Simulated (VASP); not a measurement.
# KI (Fm-3m) in VASP: single point with PBE

Aim: the single point of KI with PBE.

All numbers are computed with VASP 6.6.1; they aren't measurements. Logs are shortened: lines on timing, memory, paths and dates and some standing lists are left out, and cuts for length are marked.

**Measured values to compare with.**

A printed reference work, monograph reports, for a bulk crystal of KI: band gap 6.32 eV.

The results are compared with them further down.

### 1 The cell of the first run

It takes space group Fm-3m (No. 225, cubic). Conventional cell: a = 7.066 Å, b = 7.066 Å, c = 7.066 Å, α = 90.00°, β = 90.00°, γ = 90.00°. K (site symmetry m-3m) has 6 I at 3.53 Å within 4.6 Å. Within 4.6 Å of I (site symmetry m-3m) lie 6 K at 3.53 Å.

### 2 Single point, PBE

INCAR

```
SYSTEM = KI
  ALGO = Normal
  EDIFF = 1E-6
  ENCUT = 520
  GGA = PE
  ISIF = 2
  ISMEAR = 0
  LASPH = .TRUE.
  LCHARG = .FALSE.
  LREAL = .FALSE.
  LWAVE = .FALSE.
  NBANDS = 15
  NELM = 80
  PREC = Accurate
  SIGMA = 0.01
```

KPOINTS

```
k-points
0
G
  4 4 4
  0 0 0
```

POSCAR

```
KI
1.0
    0.0000000000      3.5327750000      3.5327750000
    3.5327750000      0.0000000000      3.5327750000
    3.5327750000      3.5327750000      0.0000000000
K I
1 1
Direct
    0.0000000000      0.0000000000      0.0000000000
    0.5000000000      0.5000000000      0.5000000000
```

Potentials or basis: VASP PAW PBE potentials, release 64 (K_sv, I).

Started as:

```
$ cat potpaw_PBE.64/K_sv/POTCAR potpaw_PBE.64/I/POTCAR > POTCAR
$ mpirun -np 1 vasp_std > vasp.out
```

OUTCAR:

```text
SYSTEM = KI
   EDIFF = 1E-6
   ENCUT = 520
   GGA = PE
   ISIF = 2
   ISMEAR = 0
   LASPH = .TRUE.
   LREAL = .FALSE.
   NELM = 80
   PREC = Accurate

 ion  position               nearest neighbor table
   1  0.000  0.000  0.000-   2 3.53   2 3.53   2 3.53   2 3.53   2 3.53   2 3.53
   2  0.500  0.500  0.500-   1 3.53   1 3.53   1 3.53   1 3.53   1 3.53   1 3.53

  LATTYP: Found a face centered cubic cell.
 ALAT       =     7.0655500000

  Lattice vectors:

 A1 = (   0.0000000000,   3.5327750000,   3.5327750000)
 A2 = (   3.5327750000,   0.0000000000,   3.5327750000)
 A3 = (   3.5327750000,   3.5327750000,   0.0000000000)

Analysis of symmetry for initial positions (statically):
=====================================================================
 Subroutine PRICEL returns:
 Original cell was already a primitive cell.

 Routine SETGRP: Setting up the symmetry group for a
 face centered cubic supercell.

 Subroutine GETGRP returns: Found 48 space group operations
 (whereof 48 operations were pure point group operations)
 out of a pool of 48 trial point group operations.

The static configuration has the point symmetry O_h .

Analysis of symmetry for dynamics (positions and initial velocities):
=====================================================================
 Subroutine PRICEL returns:
 Original cell was already a primitive cell.

 Routine SETGRP: Setting up the symmetry group for a
 face centered cubic supercell.

 Subroutine GETGRP returns: Found 48 space group operations
 (whereof 48 operations were pure point group operations)
 out of a pool of 48 trial point group operations.

The dynamic configuration has the point symmetry O_h .

 Subroutine INISYM returns: Found 48 space group operations
 (whereof 48 operations are pure point group operations),
 and found     1 'primitive' translations

----------------------------------------------------------------------------------------

                                     Primitive cell

  volume of cell :      88.1816

  direct lattice vectors                    reciprocal lattice vectors
     0.000000000  3.532775000  3.532775000    -0.141531799  0.141531799  0.141531799
     3.532775000  0.000000000  3.532775000     0.141531799 -0.141531799  0.141531799
     3.532775000  3.532775000  0.000000000     0.141531799  0.141531799 -0.141531799

  length of vectors
[... 74 lines left out ...]
   TEBEG  =    0.0;   TEEND  =   0.0 temperature during run
   PSTRESS=    0.0 pullay stress
   NELECT =      16.0000    total number of electrons
   NUPDOWN=      -1.0000    fix difference up-down
   EMIN   =  10.00;   EMAX   =-10.00  energy-range for DOS
   EFERMI =   0.00;   METHOD = LEGACY
   ISMEAR =     0;   SIGMA  =   0.01  broadening in eV -4-tet -1-fermi 0-gaus
   EFERMI_NEDOS =   21; number of points for ismear=-14 and -15
   IALGO  =     38    algorithm
   IMIX   =      4    mixing-type and parameters
     AMIX     =   0.40;   BMIX     =  1.00
     AMIX_MAG =   1.60;   BMIX_MAG =  1.00
  volume/ion in A,a.u.               =      44.09       297.54
  Fermi-wavevector in a.u.,A,eV,Ry     =   0.926806  1.751409 11.686988  0.858969
  Thomas-Fermi vector in A             =   2.052808
   LORBIT       =      0    0 simple, 1 ext, 2 COOP (PROOUT), +10 PAW based schemes
   GGA     = PE    functional components
   LHFCALC =     F    Hartree Fock is set to
   AEXX    =    0.0000 exact exchange contribution
   IVDW    =     0    specifies the selected vdW correction
   LEPSILON=     F    determine dielectric tensor
   LRPA    =     F    only Hartree local field effects (RPA)
 non-spin polarized calculation
 Gauss-broadening in eV      SIGMA  =   0.01
  energy-cutoff  :      520.00
  volume of cell :       88.18
 maximum number of plane-waves:      2421
 NGX is ok and might be reduce to    40
   NGX = 19   NGY = 19   NGZ = 19

 number of electron      15.9999999 magnetization

 Free energy of the ion-electron system (eV)
  ---------------------------------------------------
  ext. energy  EPLUGINS =         0.00000000
  ---------------------------------------------------
  free energy    TOTEN  =        -5.55550726 eV

  energy without entropy =       -5.55550726  energy(sigma->0) =       -5.55550726

 E-fermi :  -0.3411     XC(G=0):  -7.1776

 val. band max:       -0.4147035159   @ k =   0.0000   0.0000   0.0000
 cond. band min:       3.5472446173   @ k =   0.0000   0.0000   0.0000
 fundamental gap:      3.9619481332
 Fermi energy:        -0.3411177565

 k-point     1 :       0.0000    0.0000    0.0000
  band No.  band energies     occupation
      1     -28.9183      2.00000
      2     -12.4060      2.00000
      3     -12.4060      2.00000
      4     -12.4060      2.00000
      5     -10.9165      2.00000
      6      -0.4147      2.00000
      7      -0.4147      2.00000
      8      -0.4147      2.00000
      9       3.5472      0.00000
     10       6.0813      0.00000
     11       6.0813      0.00000
     12       6.0813      0.00000
     13       6.7984      0.00000
     14       6.7984      0.00000
[... 113 lines left out ...]
      2     -12.4562      2.00000
      3     -12.4376      2.00000
      4     -12.4376      2.00000
      5     -10.7147      2.00000
      6      -1.1420      2.00000
      7      -1.1420      2.00000
      8      -1.0138      2.00000
      9       6.0487      0.00000
     10       6.0487      0.00000
     11       6.2194      0.00000
     12       7.7766      0.00000
     13       8.4079      0.00000
     14       9.2312      0.00000
     15       9.6049      0.00000

------------------------ aborting loop because EDIFF is reached ----------------------------------------

  FORCE on cell =-STRESS in cart. coord.  units (eV):
  Direction    XX          YY          ZZ          XY          YZ          ZX
  --------------------------------------------------------------------------------------
  -------------------------------------------------------------------------------------
  Total        0.3447837      0.3447837      0.3447837      0.0000000     -0.0000000      0.0000000
  in kB        6.2643984      6.2643984      6.2643984      0.0000000     -0.0000000      0.0000000
  external PRESSURE =       6.2643984 kB  Pullay stress =       0.0000000 kB

 VOLUME and BASIS-vectors are now :
 -----------------------------------------------------------------------------
  energy-cutoff  :      520.00
  volume of cell :       88.18
      direct lattice vectors                 reciprocal lattice vectors
     0.000000000  3.532775000  3.532775000    -0.141531799  0.141531799  0.141531799
     3.532775000  0.000000000  3.532775000     0.141531799 -0.141531799  0.141531799
     3.532775000  3.532775000  0.000000000     0.141531799  0.141531799 -0.141531799

 POSITION                                       TOTAL-FORCE (eV/Angst)
 -----------------------------------------------------------------------------------
      0.00000      0.00000      0.00000        -0.000000     -0.000000     -0.000000
      3.53277      3.53277      3.53277         0.000000      0.000000      0.000000
 -----------------------------------------------------------------------------------
    total drift:                                0.000000     -0.000000     -0.000000

  FREE ENERGIE OF THE ION-ELECTRON SYSTEM (eV)
  ---------------------------------------------------
  free  energy   TOTEN  =        -5.5555072608 eV

  energy  without entropy=       -5.5555072608  energy(sigma->0) =       -5.55550726
```

OSZICAR:

```text
N       E                     dE             d eps       ncg     rms          rms(c)
DAV:   1     0.916935371694E+02    0.91694E+02   -0.63839E+03   240   0.899E+02
DAV:   2     0.678249534099E-01   -0.91626E+02   -0.83454E+02   303   0.214E+02
DAV:   3    -0.539865234185E+01   -0.54665E+01   -0.54329E+01   324   0.458E+01
DAV:   4    -0.563444440019E+01   -0.23579E+00   -0.23576E+00   390   0.936E+00
DAV:   5    -0.563648459033E+01   -0.20402E-02   -0.20402E-02   324   0.966E-01    0.305E+00
DAV:   6    -0.555361200701E+01    0.82873E-01   -0.93543E-02   303   0.177E+00    0.218E+00
DAV:   7    -0.554934265023E+01    0.42694E-02   -0.11202E-01   310   0.169E+00    0.768E-01
DAV:   8    -0.555474253434E+01   -0.53999E-02   -0.14218E-02   289   0.703E-01    0.136E-01
DAV:   9    -0.555535453604E+01   -0.61200E-03   -0.81200E-04   317   0.174E-01    0.925E-02
DAV:  10    -0.555543714551E+01   -0.82609E-04   -0.72922E-05   313   0.418E-02    0.250E-02
DAV:  11    -0.555550738615E+01   -0.70241E-04   -0.78014E-05   254   0.502E-02    0.162E-02
DAV:  12    -0.555550726082E+01    0.12532E-06   -0.22524E-06   309   0.124E-02
   1 F= -.55555073E+01 E0= -.55555073E+01  d E =-.805130E-27
```

Wall time 22 s (1 thread of Intel Xeon Platinum 8375C at 2.90GHz (Ice Lake), shared host); peak memory 0.22 GiB.

Results:

| Item | Value |
| --- | --- |
| Free energy | -5.5555 eV |
| Pressure | 0.6 GPa |
| Band gap on the k mesh | 3.96 eV, direct |

Caveat: spin-orbit coupling is left out, which moves the levels of the heavy elements.

### 3 Against experiment

Step 2. Measured gap of KI: 6.32 eV (a printed reference work, monograph). This calculation gives 3.96 eV (-2.36 eV). Spin-orbit coupling on I is left out. The value is that of PBE, without temperature or zero-point motion. Semilocal functionals fall short of measured gaps as a rule.
